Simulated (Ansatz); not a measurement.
Input of an Ansatz 0.2.0 run:

The input input.yaml:

```yaml
crystal:
  lattice:
    - [-1.5838089719, 1.5838089719, 1.5838089719]
    - [1.5838089719, -1.5838089719, 1.5838089719]
    - [1.5838089719, 1.5838089719, -1.5838089719]
  atoms:
    - { symbol: Mo, position: [0.0, 0.0, 0.0] }
hamiltonian:
  xc: rpbe
  pseudopotentials: { kind: paw }
kpoints:
  mp_grid: { grid: [12, 12, 12] }
  band_path:
    path:
      - [[0.0, 0.0, 0.0], [0.5, -0.5, 0.5], [0.0, 0.0, 0.5], [0.0, 0.0, 0.0], [0.25, 0.25, 0.25], [0.5, -0.5, 0.5]]
      - [[0.25, 0.25, 0.25], [0.0, 0.0, 0.5]]
    npoints: 14
scf:
  occupations: { method: fermi_dirac, width: 0.05 }
  n_extra_bands: 6
output:
  forces: true
  stress: true
  eigenvalues: true
  fatbands: false
```

Potentials or basis: Ansatz PAW.

Run with:

```sh
$ ansatz run input.yaml --threads 2 --pin off --max-ram 5632MiB --backend cpu --events-out ev --progress --plain --runs-dir out
```

(1) Predict the band gap on the k mesh.

(2) What does it give for the pressure?

Results:

(1) none (metal or under the smearing width).

(2) 1.6 GPa.

Caveat: the PAW data sets come from PBE, with cores solved anew for the run's functional, which leaves a small shift of forces and pressure.
